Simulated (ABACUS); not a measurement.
# Si (P6_3/mmc) in ABACUS: equation of state, part 2 of 2

ABACUS 3.10.1. The steps go on from the part before.

## (3) Equation of state, PBE, 19.32 Å³/atom (volume scaled by 0.96)

INPUT reads:

```
INPUT_PARAMETERS
suffix              Si
calculation         scf
basis_type          pw
pseudo_dir          ./
symmetry            1
dft_functional      pbe
ecutwfc             36
pseudo_rcut         10
nspin               1
nbands              12
ks_solver           dav
smearing_method     fd
smearing_sigma      0.00367493
scf_thr             1e-08
scf_nmax            100
mixing_type         broyden
mixing_beta         0.7
cal_force           1
cal_stress          1
kpar                4
```

STRU reads:

```
ATOMIC_SPECIES
Si 28.0850 Si.upf

LATTICE_CONSTANT
1.8897261246

LATTICE_VECTORS
3.7795365527 0.0000000000 0.0000000000
-1.8897682764 3.2731746692 0.0000000000
0.0000000000 0.0000000000 6.2470355356

ATOMIC_POSITIONS
Direct

Si
0.0
4
0.6666666667 0.3333333333 0.9369905000 1 1 1
0.3333333333 0.6666666667 0.4369905000 1 1 1
0.6666666667 0.3333333333 0.5630095000 1 1 1
0.3333333333 0.6666666667 0.0630095000 1 1 1
```

KPT reads:

```
K_POINTS
0
Gamma
8 8 4 0 0 0
```

Potentials or basis: PseudoDojo NC SR 0.4.1 PBE standard, plane waves.

On the command line:

```bash
$ OMP_NUM_THREADS=1 mpirun -np 4 abacus > log
```

running log:

```text
ABACUS v3.10.1

               Atomic-orbital Based Ab-initio Computation at UStc

 ------------------------------------------------------------------------------------

 READING GENERAL INFORMATION
                           global_out_dir = OUT.Si/
                           global_in_card = INPUT
                               pseudo_dir = ./
                              orbital_dir =
                                    DSIZE = 4
                                    GSIZE = 1

 READING UNITCELL INFORMATION
                                    ntype = 1
                  lattice constant (Bohr) = 1.88973
              lattice constant (Angstrom) = 1

 READING ATOM TYPE 1
                               atom label = Si
                      L=0, number of zeta = 1
                      L=1, number of zeta = 1
                      L=2, number of zeta = 1
             number of atom for this type = 4

                        TOTAL ATOM NUMBER = 4
DIRECT COORDINATES
    atom                   x                   y                   z     mag                  vx                  vy                  vz
taud_Si1            0.6666666667        0.3333333333        0.9369905000  0.0000        0.0000000000        0.0000000000        0.0000000000
taud_Si2            0.3333333333        0.6666666667        0.4369905000  0.0000        0.0000000000        0.0000000000        0.0000000000
taud_Si3            0.6666666667        0.3333333333        0.5630095000  0.0000        0.0000000000        0.0000000000        0.0000000000
taud_Si4            0.3333333333        0.6666666667        0.0630095000  0.0000        0.0000000000        0.0000000000        0.0000000000

                          Volume (Bohr^3) = 521.529
                             Volume (A^3) = 77.2825

 Lattice vectors: (Cartesian coordinate: in unit of a_0)
             +3.77954                  +0                  +0
             -1.88977            +3.27317                  +0
                   +0                  +0            +6.24704
 Reciprocal vectors: (Cartesian coordinate: in unit of 2 pi/a_0)
            +0.264583           +0.152757                  -0
                   -0           +0.305514                  -0
                   +0                  -0           +0.160076
 The esolver type has been set to : ksdft_pw
[... 214 lines left out ...]
 E_Harris       -33.3969634542       -454.3889988749
 E_Fermi        0.4857538629         6.6090203610
----------------------------------------------------------
[... 63 lines left out ...]
 Density error is 9.69871885391e-10
                          Error Threshold = 7.13320091057e-11
----------------------------------------------------------
     Energy           Rydberg                 eV
----------------------------------------------------------
 E_KohnSham     -33.8415559940       -460.4379907045
 E_KS(sigma->0) -33.8415437412       -460.4378239971
 E_Harris       -33.8415881798       -460.4384286145
 E_band         1.6878535400         22.9644255337
 E_one_elec     10.3837494344        141.2781589115
 E_Hartree      2.1714037078         29.5434630849
 E_xc           -12.4477046909       -169.3597108170
 E_Ewald        -33.9489799398       -461.8995684691
 E_entropy(-TS) -0.0000245055        -0.0003334149
 E_descf        0.0000000000         0.0000000000
 E_exx          0.0000000000         0.0000000000
 E_Fermi        0.5169661506         7.0336853210
----------------------------------------------------------

 charge density convergence is achieved
 final etot is -460.4379907 eV
 EFERMI = 7.033685321 eV

 STATE ENERGY(eV) AND OCCUPATIONS    NSPIN == 1
 1/8 kpoint (Cartesian) = 0.0000 0.0000 0.0000 (1919 pws)
       1       -5.61938     0.00781250
       2       -3.23342     0.00781250
       3      -0.556850     0.00781250
       4        5.29931     0.00781250
       5        5.29931     0.00781250
       6        6.50666     0.00781229
       7        6.88372     0.00744171
       8        6.88372     0.00744171
       9        8.01046    2.56206e-11
      10        8.85138    1.27198e-18
      11        8.85138    1.27198e-18
      12        9.26441    3.28802e-22
[... 57 lines left out ...]
 6/8 kpoint (Cartesian) = -0.033073 0.057284 0.0000 (1893 pws)
       1       -5.06123      0.0468750
       2       -2.66365      0.0468750
       3      -0.318865      0.0468750
       4        2.81246      0.0468750
       5        4.07807      0.0468750
       6        4.35119      0.0468750
       7        5.78069      0.0468750
       8        5.83700      0.0468750
       9        8.98858    4.90841e-19
      10        9.14251    2.25886e-20
      11        9.80645    3.86403e-26
      12        10.5205    2.42563e-32

[... levels at 2 further k points ...]

------------------------------------------------------------------------------------------
 TOTAL-FORCE (eV/Angstrom)
------------------------------------------------------------------------------------------
                       Si1         0.0000000000         0.0000000000        -0.0103554020
                       Si2         0.0000000000         0.0000000000        -0.0103554020
                       Si3         0.0000000000         0.0000000000         0.0103554020
                       Si4         0.0000000000         0.0000000000         0.0103554020
------------------------------------------------------------------------------------------

----------------------------------------------------------------
 TOTAL-STRESS (KBAR)
----------------------------------------------------------------
        55.2321677156         0.0000000008         0.0000000000
         0.0000000008        55.2321677146         0.0000000000
        -0.0000000000        -0.0000000000        55.4244966296
----------------------------------------------------------------
 TOTAL-PRESSURE: 55.296277 KBAR

 --------------------------------------------
 !FINAL_ETOT_IS -460.4379907045158120 eV
 --------------------------------------------
```

stdout:

```text
ABACUS v3.10.1

               Atomic-orbital Based Ab-initio Computation at UStc

 UNIFORM GRID DIM        : 27 * 27 * 45
 UNIFORM GRID DIM(BIG)   : 27 * 27 * 45
 ---------------------------------------------------------
[... 24 lines left out ...]
----------------------------------------------------------------
 TOTAL-STRESS (KBAR)
----------------------------------------------------------------
        55.2321677156         0.0000000008         0.0000000000
         0.0000000008        55.2321677146         0.0000000000
        -0.0000000000        -0.0000000000        55.4244966296
----------------------------------------------------------------
 TOTAL-PRESSURE: 55.296277 KBAR
```

It took 4.3 s on 4 MPI ranks of Intel Xeon Platinum 8259CL at 2.50GHz (Skylake/Cascade Lake), shared host; peak memory 0.24 GiB.

Results:

| Item | Value |
| --- | --- |
| Free energy | -460.4380 eV |
| Pressure | 5.5 GPa |
| Largest force | 0.010 eV/Å |
| Band gap on the k mesh | 0.33 eV, indirect (least direct gap 1.13 eV) |

## (4) Equation of state, PBE, 19.72 Å³/atom (volume scaled by 0.98)

INPUT is that of step 3.

STRU: that of step 3 with these lines changed.

```diff
@@ -7,5 +7,5 @@
 LATTICE_VECTORS
-3.7795365527 0.0000000000 0.0000000000
--1.8897682764 3.2731746692 0.0000000000
-0.0000000000 0.0000000000 6.2470355356
+3.8056031457 0.0000000000 0.0000000000
+-1.9028015729 3.2957490010 0.0000000000
+0.0000000000 0.0000000000 6.2901199008
```

KPT is that of step 3.

On the command line:

```bash
$ OMP_NUM_THREADS=1 mpirun -np 4 abacus > log
```

Wall time 4.5 s (4 MPI ranks of Intel Xeon Platinum 8259CL at 2.50GHz (Skylake/Cascade Lake), shared host); peak memory 0.24 GiB.

Results (log left out):

- Free energy: -460.4825 eV
- Pressure: 3.3 GPa
- Band gap on the k mesh: 0.37 eV, indirect (least direct gap 1.07 eV)

## (5) Equation of state, PBE, 20.13 Å³/atom

INPUT is that of step 4.

STRU: that of step 4 with these lines changed.

```diff
@@ -7,5 +7,5 @@
 LATTICE_VECTORS
-3.8056031457 0.0000000000 0.0000000000
--1.9028015729 3.2957490010 0.0000000000
-0.0000000000 0.0000000000 6.2901199008
+3.8313174605 0.0000000000 0.0000000000
+-1.9156587303 3.3180182508 0.0000000000
+0.0000000000 0.0000000000 6.3326220002
```

KPT is that of step 4.

On the command line:

```bash
$ OMP_NUM_THREADS=1 mpirun -np 4 abacus > log
```

It took 3.9 s on 4 MPI ranks of Intel Xeon Platinum 8259CL at 2.50GHz (Skylake/Cascade Lake), shared host; peak memory 0.24 GiB.

Results (log left out):

- Free energy: -460.5060 eV
- Pressure: 1.3 GPa
- Largest force: 0.007 eV/Å
- Band gap on the k mesh: 0.42 eV, indirect (least direct gap 1.02 eV)

## (6) Equation of state, PBE, 20.53 Å³/atom (volume scaled by 1.02)

INPUT is that of step 5.

STRU: that of step 5 with these lines changed.

```diff
@@ -7,5 +7,5 @@
 LATTICE_VECTORS
-3.8313174605 0.0000000000 0.0000000000
--1.9156587303 3.3180182508 0.0000000000
-0.0000000000 0.0000000000 6.3326220002
+3.8566911633 0.0000000000 0.0000000000
+-1.9283455817 3.3399925220 0.0000000000
+0.0000000000 0.0000000000 6.3745611165
```

KPT is that of step 5.

Potentials or basis: PseudoDojo NC SR 0.4.1 PBE standard, plane waves.

On the command line:

```bash
$ OMP_NUM_THREADS=1 mpirun -np 4 abacus > log
```

Run time: 4 s. Hardware: 4 MPI ranks of Intel Xeon Platinum 8259CL at 2.50GHz (Skylake/Cascade Lake), shared host; peak memory 0.24 GiB.

It converged, with:

```yaml
Free_energy: -460.5106 eV
Pressure: -0.4 GPa
Largest_force: 0.014 eV/Å
Band_gap_on_the_k_mesh: 0.46 eV, indirect (least direct gap 0.97 eV)
```

## (7) Equation of state, PBE, 20.93 Å³/atom (volume scaled by 1.04)

INPUT is that of step 6.

STRU: that of step 6 with these lines changed.

```diff
@@ -7,5 +7,5 @@
 LATTICE_VECTORS
-3.8566911633 0.0000000000 0.0000000000
--1.9283455817 3.3399925220 0.0000000000
-0.0000000000 0.0000000000 6.3745611165
+3.8817353141 0.0000000000 0.0000000000
+-1.9408676571 3.3616813928 0.0000000000
+0.0000000000 0.0000000000 6.4159555303
```

KPT is that of step 6.

On the command line:

```bash
$ OMP_NUM_THREADS=1 mpirun -np 4 abacus > log
```

It took 6.3 s on 4 MPI ranks of Intel Xeon Platinum 8259CL at 2.50GHz (Skylake/Cascade Lake), shared host; peak memory 0.28 GiB.

Results (log left out):

```yaml
Free_energy: -460.4981 eV
Pressure: -2.1 GPa
Largest_force: 0.021 eV/Å
Band_gap_on_the_k_mesh: 0.50 eV, indirect (least direct gap 0.92 eV)
```

## (8) Equation of state, PBE, 21.33 Å³/atom (volume scaled by 1.06)

INPUT is that of step 7.

STRU: that of step 7 with these lines changed.

```diff
@@ -7,5 +7,5 @@
 LATTICE_VECTORS
-3.8817353141 0.0000000000 0.0000000000
--1.9408676571 3.3616813928 0.0000000000
-0.0000000000 0.0000000000 6.4159555303
+3.9064604095 0.0000000000 0.0000000000
+-1.9532302048 3.3830939535 0.0000000000
+0.0000000000 0.0000000000 6.4568225910
```

KPT is that of step 7.

On the command line:

```bash
$ OMP_NUM_THREADS=1 mpirun -np 4 abacus > log
```

Run time: 6.5 s. Hardware: 4 MPI ranks of Intel Xeon Platinum 8259CL at 2.50GHz (Skylake/Cascade Lake), shared host; peak memory 0.28 GiB.

Results (log left out):

| Item | Value |
| --- | --- |
| Free energy | -460.4702 eV |
| Pressure | -3.5 GPa |
| Largest force | 0.028 eV/Å |
| Band gap on the k mesh | 0.53 eV, indirect (least direct gap 0.87 eV) |

## (9) Equation of state, PBE

Potentials or basis: PseudoDojo NC SR 0.4.1 PBE standard, plane waves.

This step only gathers the single runs of the series.

What came out:

```
Equilibrium volume                        : 20.43 Å³/atom
Bulk modulus at fixed shape and positions : 88 GPa
Pressure derivative of the bulk modulus   : 4.2
```

Energy against volume, from the lowest point:
```tsv
volume (Å³/atom)	energy (meV/atom)
18.918	35.11
19.321	18.16
19.723	7.03
20.126	1.14
20.528	0.00
20.931	3.13
21.333	10.09
```

Caveat: the cell was scaled at fixed shape and fractional positions, which overstates the stiffness of a crystal with free parameters, most of all of layers and chains.
